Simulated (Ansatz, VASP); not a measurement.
# Si: VASP beside Ansatz

The input INCAR:

```
SYSTEM = Si
PREC = Accurate
ENCUT = 520
EDIFF = 1E-6
ISMEAR = -1
SIGMA = 0.05
LREAL = .FALSE.
LASPH = .TRUE.
NELM = 80
ALGO = Normal
ISIF = 2
LWAVE = .FALSE.
LCHARG = .TRUE.
LELF = .TRUE.
LVHAR = .TRUE.
NBANDS = 16
```

Contents of KPOINTS:

```
regular mesh
0
G
  8 8 4
  0 0 0
```

Contents of POSCAR:

```
Si
1.0
    3.7795365527      0.0000000000      0.0000000000
   -1.8897682764      3.2731746692      0.0000000000
    0.0000000000      0.0000000000      6.2470355356
Si
4
Direct
    0.6666666667      0.3333333333      0.9369905000
    0.3333333333      0.6666666667      0.4369905000
    0.6666666667      0.3333333333      0.5630095000
    0.3333333333      0.6666666667      0.0630095000
```

Contents of input.yaml:

```yaml
crystal:
  lattice:
    - [3.7795365527, 0.0, 0.0]
    - [-1.8897682764, 3.2731746692, 0.0]
    - [0.0, 0.0, 6.2470355356]
  atoms:
    - { symbol: Si, position: [0.6666666667, 0.3333333333, 0.9369905] }
    - { symbol: Si, position: [0.3333333333, 0.6666666667, 0.4369905] }
    - { symbol: Si, position: [0.6666666667, 0.3333333333, 0.5630095] }
    - { symbol: Si, position: [0.3333333333, 0.6666666667, 0.0630095] }
kpoints:
  mp_grid: { grid: [8, 8, 4] }
scf:
  occupations: { method: fermi_dirac, width: 0.05 }
hamiltonian:
  xc: lda
  pseudopotentials: { kind: all_electron, lapw: { basis_error: 0.002 } }
output:
  forces: true
  stress: true
  eigenvalues: true
```

Change from the starting cell: volume scaled by 0.96.

Alike in both runs: task single point; functional LDA; k mesh 8 × 8 × 4; occupations fermi-dirac, width 0.05 eV; no spin polarisation.

|  | VASP | Ansatz |
| --- | --- | --- |
| version | VASP 6.6.1 | Ansatz 0.2.0 |
| potentials or method | VASP PAW LDA potentials, release 64 (Si) | all-electron LAPW, scalar-relativistic |
| plane-wave cutoff (eV) | 520 | see its input |

Ansatz gave:

- gap on the k mesh at the Fermi level (eV): 0.23
- least direct gap on the mesh (eV): 1.03
- pressure (GPa): 1.8
- largest component of the traceless stress (GPa): 0.07

Q: Estimate VASP's values.

A: gap on the k mesh at the Fermi level (eV): 0.23; least direct gap on the mesh (eV): 1.04; pressure (GPa): 1.9; largest component of the traceless stress (GPa): 0.06.

Ansatz ran all-electron here, so the differences hold the error of VASP's frozen core and of both bases.
